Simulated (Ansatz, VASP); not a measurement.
# Cs in VASP and in Ansatz

```xyz
1
Lattice="-3.1285 3.1285 3.1285 3.1285 -3.1285 3.1285 3.1285 3.1285 -3.1285" Properties=species:S:1:pos:R:3 pbc="T T T"
Cs    0.0000    0.0000    0.0000
```

Alike in both runs: task relaxation of cell and atoms; functional PBEsol; k mesh 6 × 6 × 6; occupations fermi-dirac, width 0.05 eV; no spin polarisation.

```csv
,VASP,Ansatz
version,VASP 6.6.1,Ansatz 0.2.0
potentials or method,"VASP PAW PBE potentials, release 64 (Cs_sv), cutoff 600 eV","all-electron LAPW, scalar-relativistic"
```

Ansatz gave:

* relaxed volume (Å³/atom): 109.30
* relaxed cell length with the largest relative difference (Å): 5.217
* energy change over the relaxation (meV/atom): -9

Question: What did VASP give for the same quantities?

Answer: Relaxed volume (Å³/atom): 108.54; relaxed cell length with the largest relative difference (Å): 5.205; energy change over the relaxation (meV/atom): -9.

Ansatz ran all-electron here, so the differences hold the error of VASP's frozen core and of both bases.

Caveats: the PAW data sets were made with another functional, which shifts forces and pressure a little (VASP). Spin-orbit coupling is left out, which matters for the levels of Cs.
